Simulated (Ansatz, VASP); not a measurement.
**Two plane-wave programs on AlAu**

```
CELL_PARAMETERS angstrom
3.25235 0.00000 0.00000
0.00000 3.25235 0.00000
0.00000 0.00000 3.25235
ATOMIC_POSITIONS crystal
Al 0.00000 0.00000 0.00000
Au 0.50000 0.50000 0.50000
```

The cell comes from a database or a generator and needn't be the stable form of this composition.

Alike in both runs: task single point; functional r2SCAN; k mesh 9 × 9 × 9; occupations gaussian, width 0.05 eV; no spin polarisation.

|  | VASP | Ansatz |
| --- | --- | --- |
| version | VASP 6.6.1 | Ansatz 0.2.0 |
| potentials or method | VASP PAW PBE potentials, release 64 (Al, Au) | plane waves, PAW |
| plane-wave cutoff (eV) | 520 | 600 |
| valence electrons in the cell | 14 | 22 |

VASP gave:

| Quantity | Value |
| --- | --- |
| pressure (GPa) | -7.9 |

**Question.** What did Ansatz give for the same quantities?

**Answer.** Pressure (GPa): -7.6.

The two sets of potentials don't hold the same shells in valence.

Caveats: the PAW data sets were made with another functional, which shifts forces and pressure a little (VASP). Spin-orbit coupling is left out, which matters for the levels of Au.
